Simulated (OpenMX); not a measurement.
**AlNi3 under changes of volume**

One of the cells (10.932 Å³/atom); the others are scaled copies at fixed shape and fractional positions:

```
Ni Al
1.0
     3.52305    0.00000    0.00000
     0.00000    3.52305    0.00000
     0.00000    0.00000    3.52305
Ni Al
3 1
Direct
  0.50000 0.50000 0.00000
  0.50000 0.00000 0.50000
  0.00000 0.50000 0.50000
  0.00000 0.00000 0.00000
```

The cell is a database's computed one.

| Property | Result |
| --- | --- |
| Program | OpenMX 3.8.5 |
| Functional | PBE |
| Potentials or basis | OpenMX 2013 PBE set, Ni6.0H-s2p2d1, Al7.0-s2p1d1, fixed grid of 48 × 48 × 48 points |
| k mesh | 9 × 9 × 9 |
| Occupations | fermi-dirac, width 0.05 eV |
| Spin | collinear spin, ferromagnetic start |
| Starting moments | [1.0, 1.0, 1.0, 0.0] μB |

| volume (Å³/atom) | energy over the lowest point (meV/atom) | moment (μB per cell) |
| --- | --- | --- |
| 10.276 | 143.57 | 0.51 |
| 10.495 | 101.83 | 0.53 |
| 10.713 | 68.34 | 0.55 |
| 10.932 | 41.77 | 0.56 |
| 11.151 | ? | ? |
| 11.369 | 8.57 | 0.59 |
| 11.588 | 0.00 | 0.59 |

**Question.** What does the run at 11.151 Å³/atom give?

**Answer.** Energy over the lowest point 22.12 meV/atom; moment 0.58 μB per cell.

Worked out: A Birch-Murnaghan fit of order 3 (a polynomial in V^(-2/3)) to the other rows has its minimum at 11.87 Å³/atom, just outside them, with B0 = V·E''(V) = 169 GPa and B' = 4.5. It gives 22.18 meV/atom at 11.151 Å³/atom, against the run's 22.12. A parabola through the other rows of the moment, of slope 0.0502 μB per Å³/atom there, gives 0.58 μB, against the run's 0.58.

Energies are extrapolated to zero smearing.

Caveats: the transition metal has a single d function, too few for pressures, volumes and moments; the basis of atomic orbitals isn't converged, which shifts pressures, moduli and gaps.
